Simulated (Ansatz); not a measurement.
# InSe: stress in a strained cell

InSe is deformed so: zz strain of +3 %. What stress and forces result, by LAPW, PAW and all-electron datasets made for the crystal?

Computed with Ansatz 0.2.0 (DFT PBEsol, scalar-relativistic, unless a step's input says otherwise).

**1. The starting structure**

The structure is monoclinic, space group C2/m (No. 12). Conventional cell: a = 11.736 Å, b = 4.110 Å, c = 4.610 Å, α = 90.00°, β = 110.30°, γ = 90.00°. In (site symmetry m) is surrounded by 3 Se at 2.58 to 2.78 Å and 1 In at 2.74 Å. Se (site symmetry m) is surrounded by 3 In at 2.58 to 2.78 Å.

Structure file:

```xyz
4
Lattice="5.8679 -2.0550 0.0000 5.8679 2.0550 0.0000 -1.5994 0.0000 4.3237" Properties=species:S:1:pos:R:3 pbc="T T T"
In   10.3665    0.0000    0.0216
In   -0.2301    0.0000    4.3020
Se    6.7188    0.0000    2.7758
Se    3.4176    0.0000    1.5479
```

Atoms are numbered in the order of the input: In1, In2, Se3, Se4.

**2. After the deformation**

Space group C2/m before, C2/m after.

**3. LAPW, all electrons**

Input file input.yaml:

```yaml
crystal:
  lattice:
    - [5.8679026766, -2.055, 0.0]
    - [5.8679026766, 2.055, 0.0]
    - [-1.5994156962, 0.0, 4.4533660986]
  atoms:
    - { symbol: In, position: [0.884, 0.884, 0.005] }
    - { symbol: In, position: [0.116, 0.116, 0.995] }
    - { symbol: Se, position: [0.66, 0.66, 0.642] }
    - { symbol: Se, position: [0.34, 0.34, 0.358] }
kpoints:
  mp_grid: { grid: [7, 7, 6] }
  band_path:
    path:
      - [0.0, 0.0, 0.0]
      - [-0.2846167901, 0.2846167901, 0.0]
      - [-0.7153832099, -0.2846167901, 0.0]
      - [-0.5, -0.5, 0.0]
      - [0.0, 0.0, 0.0]
      - [-0.5, -0.5, 0.5]
      - [-0.7444030698, -0.2555969302, 0.5]
      - [-0.2555969302, 0.2555969302, 0.5]
      - [0.0, 0.0, 0.5]
    npoints: 5
scf:
  occupations: { method: fermi_dirac, width: 0.02 }
hamiltonian:
  xc: pbesol
  pseudopotentials: { kind: all_electron, lapw: { basis_error: 0.0005 } }
output:
  forces: true
  stress: true
  eigenvalues: true
```

Started as:

```
> ansatz run input.yaml --threads 1 --pin off --max-ram 6144MiB --backend cpu --events-out ev --progress --plain --runs-dir out
```

**4. Frozen-core PAW**

Input file input.yaml:

```yaml
crystal:
  lattice:
    - [5.8679026766, -2.055, 0.0]
    - [5.8679026766, 2.055, 0.0]
    - [-1.5994156962, 0.0, 4.4533660986]
  atoms:
    - { symbol: In, position: [0.884, 0.884, 0.005] }
    - { symbol: In, position: [0.116, 0.116, 0.995] }
    - { symbol: Se, position: [0.66, 0.66, 0.642] }
    - { symbol: Se, position: [0.34, 0.34, 0.358] }
kpoints:
  mp_grid: { grid: [7, 7, 6] }
scf:
  occupations: { method: fermi_dirac, width: 0.02 }
hamiltonian:
  xc: pbesol
  pseudopotentials: { kind: paw }
output:
  forces: true
  stress: true
  eigenvalues: true
  efg: { contact_densities: true }
```

**5. Datasets made for this crystal**

Edit input.yaml of step 4 so:

```diff
@@ -16,3 +16,3 @@
   xc: pbesol
-  pseudopotentials: { kind: paw }
+  pseudopotentials: { kind: all_electron, datasets: crystal }
 output:
```

(Steps that only read results are left out.)

Before running it: what results should come out? Wanted: pressure; largest shear or deviatoric stress.

**Answer**, as computed:

| quantity | value |
| --- | --- |
| pressure | LAPW -1.56, PAW -1.57, crystal datasets -1.56 GPa |
| largest shear or deviatoric stress (LAPW) | 2.07 GPa |

The largest part of the stress beyond the pressure is 2.07 GPa in size, in the xx component; the atoms are carried along and not relaxed. No run of the undeformed cell stands beside it, so the pressure holds what the given cell had before the change. PAW: stress within 0.01 GPa of LAPW, forces within 1 meV/Å. Crystal datasets: stress within 0.01 GPa of LAPW, forces within 1 meV/Å.
